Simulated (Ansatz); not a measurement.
# Computed energy against volume: GeO2 (alpha-quartz type, space group P3_121)

GeO2 (alpha-quartz type, space group P3_121)

```yaml
crystal:
  lattice:
    - [4.99075, 0.00000, 0.00000]
    - [-2.49537, 4.32211, 0.00000]
    - [0.00000, 0.00000, 5.69189]
  atoms:
    - { symbol: Ge, position: [0.45119, 0.00000, 0.33333] }
    - { symbol: Ge, position: [0.00000, 0.45119, 0.66667] }
    - { symbol: Ge, position: [0.54881, 0.54881, 0.00000] }
    - { symbol: O, position: [0.39422, 0.30471, 0.24566] }
    - { symbol: O, position: [0.69529, 0.08951, 0.57899] }
    - { symbol: O, position: [0.91049, 0.60578, 0.91233] }
    - { symbol: O, position: [0.08951, 0.69529, 0.42101] }
    - { symbol: O, position: [0.30471, 0.39422, 0.75434] }
    - { symbol: O, position: [0.60578, 0.91049, 0.08767] }
```

This relaxed cell (volume V₀) is scaled evenly in all directions, its shape held. The atoms relax within the cell's symmetry.

Computed with PBEsol (plane waves to 420 eV, PAW, scalar-relativistic; Ansatz, an electronic-structure program). k mesh 8×8×6 (Γ-centred), Fermi-Dirac smearing 0.05 eV. The energy includes the smearing's −TS. Stress and pressure are positive under compression. With the shape held, the modulus is that of even scaling; a crystal free to change shape is softer. GeO2 was relaxed with its symmetry unable to fall. ΔE is measured from the relaxed starting cell.

```json
[
 {"V/V₀": "0.840", "ΔE (eV/atom)": "0.0559", "P (GPa)": "9.5"},
 {"V/V₀": "0.872", "ΔE (eV/atom)": "0.0337", "P (GPa)": "6.9"},
 {"V/V₀": "0.904", "ΔE (eV/atom)": "0.0178", "P (GPa)": "4.8"},
 {"V/V₀": "0.936", "ΔE (eV/atom)": "0.0075", "P (GPa)": "2.9"},
 {"V/V₀": "0.968", "ΔE (eV/atom)": "0.0018", "P (GPa)": "1.3"},
 {"V/V₀": "1.000", "ΔE (eV/atom)": "0.0000", "P (GPa)": "0.0"},
 {"V/V₀": "1.032", "ΔE (eV/atom)": "0.0016", "P (GPa)": "-1.2"},
 {"V/V₀": "1.064", "ΔE (eV/atom)": "0.0062", "P (GPa)": "-2.2"},
 {"V/V₀": "1.096", "ΔE (eV/atom)": "0.0133", "P (GPa)": "-3.0"},
 {"V/V₀": "1.128", "ΔE (eV/atom)": "0.0226", "P (GPa)": "-3.8"},
 {"V/V₀": "1.160", "ΔE (eV/atom)": "0.0340", "P (GPa)": "-4.5"}
]
```

Key numbers:

```
Item                                                                          Result
---------------------------------------------------------------------  -------------
Pressure at the smallest volume                                              9.5 GPa
Energy cost of the largest compression                                 55.9 meV/atom
Energy cost of the largest expansion                                   34.0 meV/atom
Bulk modulus at fixed cell shape B₀ (third-order Birch-Murnaghan fit)       39.3 GPa
Pressure derivative B₀′ (fit)                                                    3.7
Equilibrium volume of the fit                                          13.64 Å³/atom
Pressure for 5 % compression (fit)                                           2.2 GPa
```

(A scan under strain: stresses follow from slopes of the energy per volume, elastic moduli from its curvatures.)
